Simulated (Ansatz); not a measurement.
# MoP: the cost of one run

Computed with Ansatz 0.2.0 (DFT PBEsol, scalar-relativistic, plane waves, PAW, unless a step's input says otherwise).

2 further runs of the same task are left out: 2 that didn't finish.

### 1 The system as given

The structure is hexagonal, space group P-6m2 (No. 187). Conventional cell: a = 3.206 Å, b = 3.206 Å, c = 3.174 Å, α = 90.00°, β = 90.00°, γ = 120.00°. Mo (site symmetry -6m2) has 6 P at 2.44 Å in its first shell of neighbours. Around P (site symmetry -6m2) lie 6 Mo at 2.44 Å.

Structure file:

```cif
data_structure
_symmetry_space_group_name_H-M 'P-6m2'
_symmetry_Int_Tables_number 187
_cell_length_a 3.2062
_cell_length_b 3.2062
_cell_length_c 3.1741
_cell_angle_alpha 90.000
_cell_angle_beta 90.000
_cell_angle_gamma 120.000
_cell_volume 28.26
loop_
_atom_site_label
_atom_site_type_symbol
_atom_site_symmetry_multiplicity
_atom_site_Wyckoff_symbol
_atom_site_fract_x
_atom_site_fract_y
_atom_site_fract_z
_atom_site_occupancy
Mo1 Mo 1 a 0.00000 0.00000 0.00000 1
P1 P 1 d 0.33333 0.66667 0.50000 1
```

This cell was relaxed beforehand with the same method: volume 14.13 Å³/atom, gap on the mesh none (metal).

### 2 Cutting the slab

Planes are indexed in the bulk's conventional cell (P-6m2 (No. 187)), a = 3.206 Å, b = 3.206 Å, c = 3.174 Å, α = 90.00°, β = 90.00°, γ = 120.00°.

A (101) slab, 6.6 Å thick as cut, with 17 Å of vacuum; its outer planes are Mo (top) and P (bottom).

The slab as cut. Its planes from the bottom up:

| plane | atoms per cell | height over the lowest (Å) |
| --- | --- | --- |
| 1 | MoP | 0.00 |
| 2 | MoP | 2.09 |
| 3 | MoP | 4.18 |
| 4 | MoP | 6.27 |

### 3 The clean surface, relaxed

Contents of input.yaml:

```yaml
crystal:
  lattice:
    - [3.2062346807, 0.0, 0.0]
    - [-1.6031173403, 4.2172371561, 0.0]
    - [0.0, 0.0, 23.6179833858]
  atoms:
    - { symbol: P, position: [0.4306277982, 0.8612555964, 0.3598952485] }
    - { symbol: Mo, position: [0.7167533578, 0.4335067157, 0.3746431171] }
    - { symbol: P, position: [0.147381156, 0.2947623121, 0.44838246] }
    - { symbol: Mo, position: [0.4335067157, 0.8670134314, 0.4631303286] }
    - { symbol: P, position: [0.8641345139, 0.7282690278, 0.5368696714] }
    - { symbol: Mo, position: [0.1502600735, 0.3005201471, 0.55161754] }
    - { symbol: P, position: [0.5808878717, 0.1617757435, 0.6253568829] }
    - { symbol: Mo, position: [0.8670134314, 0.7340268627, 0.6401047515] }
basis:
  ecutwfc: 420
kpoints:
  mp_grid: { grid: [10, 7, 1] }
hamiltonian:
  xc: pbesol
scf:
  occupations: { method: gaussian, width: 0.1 }
output:
  forces: true
  eigenvalues: true
relax:
  adjacent_minimum: "off"
  f_tol: 0.03
  max_steps: 70
  constraints: [{ sites: [0, 1, 2, 3] }]
efield:
  axis: 3
  dipole_correction: true
  ramp_width: 0.04
```

Started as:

```console
> ansatz run input.yaml --threads 2 --pin off --max-ram 5120MiB --backend cpu --events-out ev --progress --plain --runs-dir out
```

**Question.** How long does this run take on 2 threads of Arm Neoverse V2, shared host, and how much memory does it need?

About 2.3 min, with a peak of 0.74 GiB.
